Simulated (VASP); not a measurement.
Runs of VASP 6.6.1 on InAs. Symmetry: F-43m, No. 216, cubic system. Conventional cell: a = 6.036 Å, b = 6.036 Å, c = 6.036 Å, α = 90.00°, β = 90.00°, γ = 90.00°. In (site symmetry -43m) has 4 As at 2.61 Å as nearest neighbours. Around As (site symmetry -43m) lie 4 In at 2.61 Å. 

```csv
task,level,potentials or basis,cell,k mesh,cutoff (eV),smearing,grid for exact exchange (PRECFOCK),exchange at q = 0,mesh quality,gap on the mesh (eV),pressure (GPa),relaxed volume (Å³/atom)
single point,PBE,"VASP PAW PBE potentials, release 64 (In_d, As)",as given,8 × 8 × 8,520,gaussian 0.019 eV,-,-,not flagged,none,4.4,-
relaxation of cell and atoms,PBEsol+D3,"VASP PAW PBE potentials, release 64 (In_d, As)",relaxed,8 × 8 × 8,600,fermi-dirac 0.05 eV,-,-,not flagged,none,0.0,(c)
relaxation of cell and atoms,PBE0,"VASP PAW PBE potentials, release 64 (In_d, As)",relaxed,4 × 4 × 4,600,fermi-dirac 0.05 eV,Normal,truncated,coarse,(a),-0.1,28.37
relaxation of cell and atoms,HSE03,"VASP PAW PBE potentials, release 64 (In_d, As)",relaxed,4 × 4 × 4,600,fermi-dirac 0.05 eV,Fast,-,coarse,0.20,0.0,28.66
relaxation of cell and atoms,BLYP+D4,"VASP PAW PBE potentials, release 64 (In_d, As)",relaxed,8 × 8 × 8,600,fermi-dirac 0.05 eV,-,-,not flagged,none,0.0,29.16
band structure,HF,"VASP PAW PBE potentials, release 64 (In_d, As)",as given,4 × 4 × 4,520,fermi-dirac 0.05 eV,Fast,default,coarse,(b),3.9,-
single point,PBE,"VASP PAW PBE potentials, release 64 (In, As)",as given,8 × 8 × 8,500,gaussian 0.1 eV,-,-,not flagged,none,5.2,-
relaxation of cell and atoms,PW91,"VASP PAW PBE potentials, release 64 (In_d, As)",relaxed,8 × 8 × 8,600,fermi-dirac 0.05 eV,-,-,not flagged,none,0.0,29.59
```

Alike in all rows: no spin polarisation.

Fill in the values left out.

(a) 1.06; (b) 6.45; (c) 27.69.

Caveats: some runs use coarse meshes; the PAW data sets were made with another functional, which shifts forces and pressure a little (some runs); this crystal is a semiconductor, whose small gap the functional closes, so the metal is an error of the method (some runs); spin-orbit coupling is left out, which moves the levels of the heavy elements (some runs); pairwise dispersion overbinds metals, which lowers pressure and volume (some runs); an unscreened hybrid on a path of extra k points without a Coulomb cutoff has errors near the mesh points, so the bands along the path aren't reliable (some runs).

A k mesh can miss the band edges, and the runs leave out spin-orbit coupling on As, In.

A gap of «none» marks a metal or a gap under the smearing width.

Not every run made on this cell is shown here.
